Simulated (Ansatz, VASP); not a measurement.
Al: VASP beside Ansatz

File INCAR:

```
SYSTEM = Al
PREC     = Accurate       ! precision mode
ENCUT    = 520            ! plane-wave cutoff, eV
EDIFF    = 1E-6           ! SCF threshold, eV
ISMEAR   = 1              ! smearing method
SIGMA    = 0.2            ! smearing width, eV
LREAL    = .False.        ! projectors in reciprocal space
LASPH    = .True.         ! aspherical terms in the spheres
NELM     = 60             ! most SCF steps
ALGO     = Normal         ! electronic algorithm
ISIF     = 2              ! what is computed and relaxed
LWAVE    = .False.        ! write WAVECAR
LCHARG   = .False.        ! write CHGCAR
NBANDS   = 8              ! bands
```

Contents of KPOINTS:

```
Automatic mesh
0
Gamma
  20 20 20
  0 0 0
```

Contents of POSCAR:

```
Al
1.0
   -1.6071308769      1.6071308769      1.5912186900
    1.6071308769     -1.6071308769      1.5912186900
    1.6071308769      1.6071308769     -1.5912186900
Al
1
Direct
    0.0000000000      0.0000000000      0.0000000000
```

Input for Ansatz:

```yaml
crystal:
  lattice:
    - [-1.6071308769, 1.6071308769, 1.59121869]
    - [1.6071308769, -1.6071308769, 1.59121869]
    - [1.6071308769, 1.6071308769, -1.59121869]
  atoms:
    - { symbol: Al, position: [0.0, 0.0, 0.0] }
basis:
  ecutwfc: 420
kpoints:
  mp_grid: { grid: [20, 20, 20] }
hamiltonian:
  xc: lda
scf:
  occupations: { method: methfessel_paxton, width: 0.2 }
output:
  forces: true
  stress: true
  eigenvalues: true
```

Change from the starting cell: strain +0.0100 x Voigt [1, 1, 0, 0, 0, 0], atoms carried along.

Alike in both runs: task single point; functional LDA; k mesh 20 × 20 × 20; occupations methfessel-paxton of order 1, width 0.2 eV; no spin polarisation.

```csv
,VASP,Ansatz
version,VASP 6.6.1,Ansatz 0.2.0
potentials or method,"VASP PAW LDA potentials, release 64 (Al)","scalar-relativistic, plane waves, PAW"
plane-wave cutoff (eV),520,420
valence electrons in the cell,3,3
```

```csv
,VASP,Ansatz,Ansatz less VASP
gap on the k mesh at the Fermi level (eV),none,none,-
pressure (GPa),-1.0,-1.0,-0.07
largest component of the traceless stress (GPa),0.26,0.25,-0.005
```

A gap of «none» marks a metal or a gap that the smearing closes.
